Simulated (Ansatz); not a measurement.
Geometry optimisation in Ansatz: input, command and trajectory.

```yaml
crystal:
  lattice:
    - [1.8226675409, -7.2222980272, 0.0]
    - [1.8226675409, 7.2222980272, 0.0]
    - [0.0, 0.0, 3.6228218958]
  atoms:
    - { symbol: Hf, position: [0.8945372356, 0.1054627644, 0.25] }
    - { symbol: Hf, position: [0.1054627644, 0.8945372356, 0.75] }
    - { symbol: Si, position: [0.5542797321, 0.4457202679, 0.25] }
    - { symbol: Si, position: [0.4457202679, 0.5542797321, 0.75] }
    - { symbol: Si, position: [0.250281829, 0.749718171, 0.25] }
    - { symbol: Si, position: [0.749718171, 0.250281829, 0.75] }
basis:
  ecutwfc: 420
kpoints:
  mp_grid: { grid: [10, 10, 10] }
hamiltonian:
  xc: pbe
scf:
  occupations: { method: gaussian, width: 0.1 }
output:
  forces: true
  stress: true
  eigenvalues: true
relax:
  adjacent_minimum: "off"
  f_tol: 0.01
  max_steps: 30
  cell: { stress_tol: 0.1, fix: [volume] }
```

```bash
ansatz run input.yaml --threads 1 --pin off --max-ram 2560MiB --backend cpu --events-out ev --progress --plain --runs-dir out
```

Method: Ansatz 0.2.0, DFT PBE, scalar-relativistic, plane waves, PAW.

The volume is held at 0.97 times that of the relaxed cell.

Of 6 frames 5 are shown, positions in Å and forces in eV/Å; the SCF threshold varies from step to step. Steps run on the plane waves of an earlier cell, with a Pulay correction in the pressure. The basis is chosen afresh for the last frame, the zero of the energies, and at times for earlier ones too; energy and pressure step there, also at an unchanged geometry. The mark taken_back stands on steps that the optimiser undid.

```xyz
6
Lattice="1.8227 -7.2223 0.0000 1.8227 7.2223 0.0000 0.0000 0.0000 3.6228" Properties=species:S:1:pos:R:3:forces:R:3 pbc="T T T" step=1 free_energy_over_end_meV_per_atom=0.38 pressure_GPa=4.34
Hf    1.8227   -5.6989    0.9057    0.0000   -0.0864    0.0000
Hf    1.8227    5.6989    2.7171    0.0000    0.0864    0.0000
Si    1.8227   -0.7840    0.9057    0.0000   -0.0598    0.0000
Si    1.8227    0.7840    2.7171    0.0000    0.0598    0.0000
Si    1.8227    3.6071    0.9057    0.0000   -0.0033    0.0000
Si    1.8227   -3.6071    2.7171    0.0000    0.0033    0.0000
6
Lattice="1.8264 -7.1773 0.0000 1.8264 7.1773 0.0000 0.0000 0.0000 3.6380" Properties=species:S:1:pos:R:3:forces:R:3 pbc="T T T" step=2 free_energy_over_end_meV_per_atom=0.36 pressure_GPa=3.99
Hf    1.8264   -5.6823    0.9095    0.0000    0.1632    0.0000
Hf    1.8264    5.6823    2.7285    0.0000   -0.1632    0.0000
Si    1.8264   -0.7833    0.9095    0.0000   -0.0732    0.0000
Si    1.8264    0.7833    2.7285    0.0000    0.0732    0.0000
Si    1.8264    3.5849    0.9095    0.0000    0.0069    0.0000
Si    1.8264   -3.5849    2.7285    0.0000   -0.0069    0.0000
6
Lattice="1.8252 -7.1919 0.0000 1.8252 7.1919 0.0000 0.0000 0.0000 3.6331" Properties=species:S:1:pos:R:3:forces:R:3 pbc="T T T" step=3 free_energy_over_end_meV_per_atom=0.02 pressure_GPa=4.11
Hf    1.8252   -5.6834    0.9083    0.0000    0.0050    0.0000
Hf    1.8252    5.6834    2.7248    0.0000   -0.0050    0.0000
Si    1.8252   -0.7864    0.9083    0.0000   -0.0332    0.0000
Si    1.8252    0.7864    2.7248    0.0000    0.0332    0.0000
Si    1.8252    3.5923    0.9083    0.0000    0.0003    0.0000
Si    1.8252   -3.5923    2.7248    0.0000   -0.0003    0.0000
6
Lattice="1.8266 -7.1927 0.0000 1.8266 7.1927 0.0000 0.0000 0.0000 3.6300" Properties=species:S:1:pos:R:3:forces:R:3 pbc="T T T" step=4 free_energy_over_end_meV_per_atom=0.03 pressure_GPa=4.07 taken_back
Hf    1.8266   -5.6853    0.9075    0.0000    0.0237    0.0000
Hf    1.8266    5.6853    2.7225    0.0000   -0.0237    0.0000
Si    1.8266   -0.7928    0.9075    0.0000    0.0335    0.0000
Si    1.8266    0.7928    2.7225    0.0000   -0.0335    0.0000
Si    1.8266    3.5920    0.9075    0.0000    0.0011    0.0000
Si    1.8266   -3.5920    2.7225    0.0000   -0.0011    0.0000
6
Lattice="1.8254 -7.1897 0.0000 1.8254 7.1897 0.0000 0.0000 0.0000 3.6338" Properties=species:S:1:pos:R:3:forces:R:3 pbc="T T T" step=6 free_energy_over_end_meV_per_atom=0.00 pressure_GPa=4.08
Hf    1.8254   -5.6818    0.9084    0.0000    0.0004    0.0000
Hf    1.8254    5.6818    2.7253    0.0000   -0.0004    0.0000
Si    1.8254   -0.7892    0.9084    0.0000   -0.0008    0.0000
Si    1.8254    0.7892    2.7253    0.0000    0.0008    0.0000
Si    1.8254    3.5914    0.9084    0.0000   -0.0009    0.0000
Si    1.8254   -3.5914    2.7253    0.0000    0.0009    0.0000
```

Time: 2.8 min on 1 thread of Intel(R) Xeon(R) Platinum 8488C (Sapphire Rapids) (shared host), peak memory 0.81 GiB.

Spin–orbit coupling is left out, which can shift energies with elements as heavy as these.